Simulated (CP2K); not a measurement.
SnSe:

```
Sn Se
1.0
    11.42000    0.00000    0.00000
     0.00000    4.19000    0.00000
     0.00000    0.00000    4.46000
Sn Se
4 4
Direct
  0.87700 0.75000 0.90900
  0.62300 0.25000 0.40900
  0.37700 0.75000 0.59100
  0.12300 0.25000 0.09100
  0.64300 0.75000 0.98400
  0.85700 0.25000 0.48400
  0.14300 0.75000 0.51600
  0.35700 0.25000 0.01600
```

Base run:

* Program: CP2K 2026.2
* Functional: PBE
* Potentials or basis: POTENTIAL_UZH Sn GTH-PBE-q4, Se GTH-PBE-q6; DZVP-MOLOPT-PBE-GTH basis
* Density cutoff: 9184 eV
* k mesh: 2 × 5 × 5
* Occupations: fermi-dirac, width 0.05 eV
* Spin: no spin polarisation

Its results: band gap on the k mesh 0.84 eV, indirect (least direct gap 1.05 eV); pressure 3.6 GPa; largest force 0.393 eV/Å.

Q: The run is repeated on the same cell with these changes: functional from PBE to r2SCAN. What comes out?

A: Band gap on the k mesh 1.03 eV, indirect (least direct gap 1.27 eV); pressure 3.5 GPa; largest force 0.310 eV/Å.

r2SCAN gives the wider gap, since meta-GGAs in the generalised Kohn-Sham scheme recover part of the derivative discontinuity.

Caveats: spin-orbit coupling is left out, which moves the levels of the heavy elements; the mesh misses the band edges, which the band path finds closer together; the basis of atomic orbitals isn't converged, which shifts pressures, moduli and gaps; the potentials were made for another functional, which shifts forces and pressure (some runs).
